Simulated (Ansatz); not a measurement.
## Mn, alpha-Mn (A12): geometry optimisation

These are results of DFT, r2SCAN, plane waves (500 eV) with PAW, scalar-relativistic in Ansatz, not measurements. The PAW files were generated under PBE, with cores re-solved for the functional.

k-point mesh 3×3×3, Fermi-Dirac smearing 0.05 eV, starting moments 3.00, -2.50 ×4, 0.60 ×12, -0.60 ×12 μB. Cell and atoms relax.

Starting structure:

```cif
data_structure
_symmetry_space_group_name_H-M 'P 1'
_symmetry_Int_Tables_number 1
_cell_length_a 7.6210
_cell_length_b 7.6210
_cell_length_c 7.6210
_cell_angle_alpha 109.471
_cell_angle_beta 109.471
_cell_angle_gamma 109.471
_cell_volume 340.74
loop_
_atom_site_label
_atom_site_type_symbol
_atom_site_fract_x
_atom_site_fract_y
_atom_site_fract_z
_atom_site_occupancy
Mn1 Mn 0.36600 0.00000 0.00000 1
Mn2 Mn 0.60900 0.32300 0.00000 1
Mn3 Mn 0.60900 0.00000 0.32300 1
Mn4 Mn 0.81100 0.63300 0.00000 1
Mn5 Mn 0.81100 0.00000 0.63300 1
Mn6 Mn 0.82200 0.18900 0.18900 1
Mn7 Mn 0.00000 0.36600 0.00000 1
Mn8 Mn 0.32300 0.60900 0.00000 1
Mn9 Mn 0.00000 0.60900 0.32300 1
Mn10 Mn 0.63300 0.81100 0.00000 1
Mn11 Mn 0.00000 0.81100 0.63300 1
Mn12 Mn 0.18900 0.82200 0.18900 1
Mn13 Mn 0.00000 0.00000 0.36600 1
Mn14 Mn 0.00000 0.32300 0.60900 1
Mn15 Mn 0.32300 0.00000 0.60900 1
Mn16 Mn 0.00000 0.63300 0.81100 1
Mn17 Mn 0.63300 0.00000 0.81100 1
Mn18 Mn 0.18900 0.18900 0.82200 1
Mn19 Mn 0.00000 0.00000 0.00000 1
Mn20 Mn 0.63400 0.63400 0.63400 1
Mn21 Mn 0.39100 0.39100 0.71400 1
Mn22 Mn 0.71400 0.39100 0.39100 1
Mn23 Mn 0.39100 0.71400 0.39100 1
Mn24 Mn 0.67700 0.67700 0.28600 1
Mn25 Mn 0.28600 0.67700 0.67700 1
Mn26 Mn 0.67700 0.28600 0.67700 1
Mn27 Mn 0.36700 0.36700 0.17800 1
Mn28 Mn 0.17800 0.36700 0.36700 1
Mn29 Mn 0.36700 0.17800 0.36700 1
```

What cell does the relaxation end in?

I-43m (spin ignored) with a = 9.095 Å; 12.97 Å³ per atom against 11.75 at the start (10.4 %).

How much energy does the relaxation gain?

42.2 meV per atom.

Which magnetic state does it end in?

ferrimagnetic, largest moment 4.12 μB in the atomic sphere; moments 4.12, -3.56 ×4, 3.25 ×12, -2.17 ×12 μB.
